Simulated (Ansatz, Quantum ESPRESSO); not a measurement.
**TiB2 and the pressure, program beside program**

The cell as given:

It takes space group P6/mmm (No. 191, hexagonal). The conventional cell has a = 3.029 Å, b = 3.029 Å, c = 3.228 Å, α = 90.00°, β = 90.00°, γ = 120.00°. Ti (site symmetry 6/mmm) is surrounded by 12 B at 2.38 Å. Around B (site symmetry -6m2) lie 3 B at 1.75 Å.

Kept alike: task relaxation of cell and atoms; functional PBEsol; k mesh 10 × 10 × 8; occupations fermi-dirac, width 0.05 eV; no spin polarisation. The mesh is that of the run's cell of 3 atoms. No spin-orbit coupling.

- A: Ansatz, Ansatz PAW, made for PBE, cutoff 420 eV
- B: Quantum ESPRESSO, GBRV 1.5 PBEsol, cutoff 707 eV

| pressure (GPa) | A: volume (Å³/atom) | B: volume (Å³/atom) |
| --- | --- | --- |
| 0 | 8.377 | 8.379 |
| 2 | 8.315 | 8.316 |
| 5 | 8.224 | 8.226 |
| 10 | 8.084 | 8.086 |
| 20 | 7.835 | 7.837 |
| 30 | 7.618 | 7.619 |

Values on potentials made for another functional: all of A. Values hold for each row's relaxed cell, which stops near the pressure aimed at. Ansatz's stress holds its Pulay term. The runs follow the start's structure, whether or not it is the stable one at these pressures. For a metal such a mesh leaves the last digits unconverged.

How large is the effect of the pressure, and do the programs agree on it?

From 0 to 30 GPa the volume moves by -0.759 in A, -0.760 in B (Å³/atom). Row by row the programs differ by 0.001 to 0.002, and over this span the shifts, as printed, agree within 1 %.

TiB2 gives way only slowly under pressure: in B the volume falls from 8.379 to 7.619 Å³/atom by 30 GPa, and A follows the same curve. The loss per unit of pressure shrinks from each interval to the next, the usual stiffening as shortened bonds meet steeper repulsion.

The low compressibility fits the known bonding of the diborides. Boron forms graphite-like sheets with strong covalent B–B bonds, and titanium gives up charge that helps fill their bonding states. Ti 3d–B 2p hybridisation ties the sheets to the metal layers, so that, unlike in graphite, there is no soft van der Waals gap to close. At this electron count the bonding states are essentially full and the antibonding ones largely empty, which favours stiffness.

Both zero-pressure volumes lie somewhat below that of the cell as given, which, if that cell is a measured one, probably reflects the functional's slight overbinding and the missing thermal expansion. Volumes alone don't show how the compression is shared between the sheets and the stacking axis.
